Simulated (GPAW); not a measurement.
Crystal: CoO.

```
Co O
1.0
     0.00000    2.13150    2.13150
     2.13150    0.00000    2.13150
     2.13150    2.13150    0.00000
Co O
1 1
Direct
  0.00000 0.00000 0.00000
  0.50000 0.50000 0.50000
```

Base run:

* Program: GPAW 26.7.0
* Functional: PBEsol
* Potentials or basis: PAW data sets generated in the run's folder for this functional
* Cutoff: 800 eV
* Basis: pw
* k mesh: 11 × 11 × 11
* Occupations: fermi-dirac, width 0.05 eV
* Spin: collinear spin, ferromagnetic start
* Starting moments: [2.0, 0.0] μB
* Hubbard terms: Co d U = 1 eV

Its results: pressure -9.1 GPa; net moment 3.00 μB per cell; site moments Co +2.61; O +0.23 μB.

**Question.** The run is repeated on the same cell with these changes: hubbard terms from Co d U = 1 eV to Co d U = 6 eV. What comes out?

**Answer.** Pressure -6.1 GPa; net moment 3.00 μB per cell; site moments Co +2.75; O +0.16 μB.

Caveats: a cell with one magnetic atom can't hold antiferromagnetic order, which such compounds often take.
